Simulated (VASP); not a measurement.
The system is BAs.

```
CELL_PARAMETERS angstrom
0.00000 2.38890 2.38890
2.38890 0.00000 2.38890
2.38890 2.38890 0.00000
ATOMIC_POSITIONS crystal
B 0.00000 0.00000 0.00000
As 0.25000 0.25000 0.25000
```

The cell was built by a generator and needn't be a form met in nature.

Base run:

```yaml
Program: VASP 6.6.1
Functional: r2SCAN
Potentials_or_basis: VASP PAW PBE potentials, release 64 (B, As)
Cutoff: 520 eV
k_mesh: 10 × 10 × 10
Occupations: gaussian, width 0.02 eV
Spin: no spin polarisation
```

Its results: band gap on the k mesh 1.37 eV, indirect (least direct gap 3.44 eV); pressure 0.8 GPa.

The run is repeated on the same cell with these changes: functional from r2SCAN to SCAN. What comes out?

Band gap on the k mesh 1.42 eV, indirect (least direct gap 3.58 eV); pressure 0.1 GPa.

Caveats: the PAW data sets were made with another functional, which shifts forces and pressure a little.

A k mesh can miss the band edges.

Not every run made on this cell is shown here.
